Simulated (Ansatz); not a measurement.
**N-14 nuclear quadrupole resonance in Si3N4 under strain**

Cell: a structure deposited in the COD, relaxed with PBE at fixed cell and then changed (z stretched by 2 %, ions relaxed).

```xyz
14
Lattice="-3.2374 3.2374 3.3021 3.2374 -3.2374 3.3021 3.2374 3.2374 -3.3021" Properties=species:S:1:pos:R:3 pbc="T T T"
Si    2.4327    3.2374   -1.6510
Si   -1.6187    2.4234    3.3021
Si    0.8047    3.2374    1.6510
Si    1.6187    0.8140    3.3021
Si    3.2374   -1.6187    2.4766
Si    3.2374    1.6187    0.8255
N     1.8259    1.8183    1.8657
N     0.1996   -0.2072    3.0874
N     1.4115    4.6564   -1.4364
N     3.0378    0.2072   -0.2147
N    -1.4115    1.4191    4.7385
N     0.1996    0.2072    0.2147
N     4.6488   -1.4191    1.4364
N    -0.1996    3.0302    0.2147
```

Atoms are numbered from 1 in the order listed; like atoms form one site, named after its first atom.

All values are calculated (Ansatz; DFT, PBE, plane waves and PAW, scalar-relativistic, 420 eV cutoff, Γ-centred 6×6×6 k-points, Fermi–Dirac smearing 0.02 eV), not measured.

N-14: I = 1, Q = 20.44 mb (year-2017 value). Static lattice, zero field.

(1) At which frequencies do the N-14 NQR lines lie?

Answers

(1) For I = 1 the lines are ν± = (3/4)|C_Q|(1 ± η/3) and ν₀ = |C_Q|η/2.

| site | atoms | V_zz (10²¹ V/m²) | C_Q (MHz) | η | line frequencies (MHz) |
| --- | --- | --- | --- | --- | --- |
| N | 7, 8, 9, 10, 11, 12, … | -5.93 | -2.93 | 0.05 | 0.0728, 2.16, 2.24 |

At N V_zz stands upright on the plane through its three neighbours (within 1°).
